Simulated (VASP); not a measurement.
# Rh (Fm-3m) in VASP: further runs, part 2 of 2

VASP 6.6.1. The steps go on from the part before.

**4. Single point, PBEsol**

Input file INCAR:

```
SYSTEM = Rh
ALGO = Normal
EDIFF = 1E-6
ENCUT = 520
GGA = PS
ISIF = 2
ISMEAR = 0
LASPH = .TRUE.
LCHARG = .TRUE.
LELF = .TRUE.
LREAL = .FALSE.
LVHAR = .TRUE.
LWAVE = .FALSE.
NBANDS = 14
NELM = 80
PREC = Accurate
SIGMA = 0.1
```

Input file KPOINTS:

```
k-points
0
G
  18 18 18
  0 0 0
```

Input file POSCAR:

```
Rh
1.0
    0.0000000000      1.9029860900      1.9029860900
    1.9029860900      0.0000000000      1.9029860900
    1.9029860900      1.9029860900      0.0000000000
Rh
1
Direct
    0.0000000000      0.0000000000      0.0000000000
```

Potentials or basis: VASP PAW PBE potentials, release 64 (Rh_pv).

Run with:

```bash
cat potpaw_PBE.64/Rh_pv/POTCAR > POTCAR
mpirun -np 1 vasp_std > vasp.out
```

OUTCAR:

```text
SYSTEM = Rh
   EDIFF = 1E-6
   ENCUT = 520
   GGA = PS
   ISIF = 2
   ISMEAR = 0
   LASPH = .TRUE.
   LREAL = .FALSE.
   NELM = 80
   PREC = Accurate

 ion  position               nearest neighbor table
   1  0.000  0.000  0.000-

  LATTYP: Found a face centered cubic cell.
 ALAT       =     3.8059721800

  Lattice vectors:

 A1 = (   0.0000000000,   1.9029860900,   1.9029860900)
 A2 = (   1.9029860900,   0.0000000000,   1.9029860900)
 A3 = (   1.9029860900,   1.9029860900,   0.0000000000)

Analysis of symmetry for initial positions (statically):
=====================================================================
 Subroutine PRICEL returns:
 Original cell was already a primitive cell.

 Routine SETGRP: Setting up the symmetry group for a
 face centered cubic supercell.

 Subroutine GETGRP returns: Found 48 space group operations
 (whereof 48 operations were pure point group operations)
 out of a pool of 48 trial point group operations.

The static configuration has the point symmetry O_h .

Analysis of symmetry for dynamics (positions and initial velocities):
=====================================================================
[... 162 lines left out ...]
 Fermi energy:        11.7150312233

 k-point     1 :       0.0000    0.0000    0.0000
  band No.  band energies     occupation
      1     -34.6268      2.00000
      2     -34.6268      2.00000
      3     -34.6268      2.00000
      4       3.6735      2.00000
      5       8.6222      2.00000
      6       8.6222      2.00000
      7       8.6222      2.00000
      8      10.7257      2.00000
      9      10.7257      2.00000
     10      27.6459      0.00000
     11      32.0720      0.00000
     12      33.0816      0.00000
     13      33.0816      0.00000
     14      33.0816      0.00000
[... 377 lines left out ...]
      1     -34.9794      2.00000
      2     -34.6988      2.00000
      3     -34.6670      2.00000
      4       5.5150      2.00000
      5       8.2673      2.00000
      6       9.0158      2.00000
      7       9.0695      2.00000
      8      10.5284      2.00000
      9      11.2092      2.00000
     10      27.0944      0.00000
     11      29.3493      0.00000
     12      32.0728      0.00000
     13      34.5181      0.00000
     14      36.3613      0.00000

 [... further k-points ...]
[... 5 lines left out ...]
  --------------------------------------------------------------------------------------
  -------------------------------------------------------------------------------------
  Total       -0.5038182     -0.5038182     -0.5038182      0.0000000      0.0000000      0.0000000
  in kB      -58.5662757    -58.5662757    -58.5662757      0.0000000      0.0000000      0.0000000
  external PRESSURE =     -58.5662757 kB  Pullay stress =       0.0000000 kB

 VOLUME and BASIS-vectors are now :
 -----------------------------------------------------------------------------
  energy-cutoff  :      520.00
  volume of cell :       13.78
      direct lattice vectors                 reciprocal lattice vectors
     0.000000000  1.902986090  1.902986090    -0.262744958  0.262744958  0.262744958
     1.902986090  0.000000000  1.902986090     0.262744958 -0.262744958  0.262744958
     1.902986090  1.902986090  0.000000000     0.262744958  0.262744958 -0.262744958

 POSITION                                       TOTAL-FORCE (eV/Angst)
 -----------------------------------------------------------------------------------
      0.00000      0.00000      0.00000         0.000000     -0.000000      0.000000
 -----------------------------------------------------------------------------------
    total drift:                               -0.000000     -0.000000     -0.000000

  FREE ENERGIE OF THE ION-ELECTRON SYSTEM (eV)
  ---------------------------------------------------
  free  energy   TOTEN  =        -8.1361321689 eV

  energy  without entropy=       -8.1293047413  energy(sigma->0) =       -8.13271846
```

Run time: 14 s. Hardware: 1 thread of AMD EPYC 9R45 (Zen 5), shared host; peak memory 0.12 GiB.

What came out:

```
Free energy            : -8.1361 eV
Pressure               : -5.9 GPa
Band gap on the k mesh : none (metal or under the smearing width)
```

Levels at points of the mesh, in eV from the Fermi level:
| k point | band 5 | band 6 | band 7 | band 8 | band 9 | band 10 |
| --- | --- | --- | --- | --- | --- | --- |
| (0.00, 0.00, 0.00) | -3.09 | -3.09 | -3.09 | -0.99 | -0.99 | 15.93 |
| (0.50, 0.00, 0.00) | -3.16 | -3.16 | 0.57 | 0.57 | 0.65 | 8.55 |
| (0.50, 0.50, 0.00) | -5.96 | 0.55 | 0.98 | 0.98 | 3.17 | 12.19 |

Caveat: the PAW data sets were made with another functional, which shifts forces and pressure a little.

**5. Overview**

```tsv
task	cell	k mesh	cutoff (eV)	mesh quality	gap on the mesh (eV)	pressure (GPa)	relaxed volume (Å³/atom)
relaxation of cell and atoms	relaxed	18 × 18 × 18	300	not flagged	none	0.0	13.47
relaxation of cell and atoms	relaxed	6 × 6 × 6	600	coarse	none	-0.1	13.57
single point	as given	18 × 18 × 18	520	not flagged	none	-5.9	-
```

Alike in all rows: level PBEsol; potentials or basis VASP PAW PBE potentials, release 64 (Rh_pv); no spin polarisation; smearing gaussian 0.1 eV.

Caveats: some runs use coarse meshes; the PAW data sets were made with another functional, which shifts forces and pressure a little; the cutoff is under 1.25 times the usual one of these potentials, so pressure, stress and relaxed cells hold a basis-set (Pulay) error (some runs).

Absolute energies hang on the potentials; compare differences alone.
